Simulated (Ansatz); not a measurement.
Property card for Y

Theory: DFT r2SCAN, scalar-relativistic, plane waves, PAW in Ansatz.

Cutoff 500 eV; k points 14×14×14 on the computed 1-atom cell (Γ-centred); Gaussian smearing, width 0.10 eV; no spin polarisation.

The structure is relaxed at this level of theory with its symmetry kept. This fcc form isn't the element's structure at ambient conditions.

```xyz
1
Lattice="0.0000 2.5505 2.5505 2.5505 0.0000 2.5505 2.5505 2.5505 0.0000" Properties=species:S:1:pos:R:3 pbc="T T T"
Y     0.0000    0.0000    0.0000
```

**Question.** Density of states at the Fermi level?

**Answer.** 1.74 states/eV per cell.

**Question.** Löwdin character within 0.5 eV of the Fermi level?

**Answer.** Y 4d 87 %, unprojected 8 %.

**Question.** Bulk modulus?

**Answer.** 38 GPa.

**Question.** Its pressure derivative?

**Answer.** 3.0.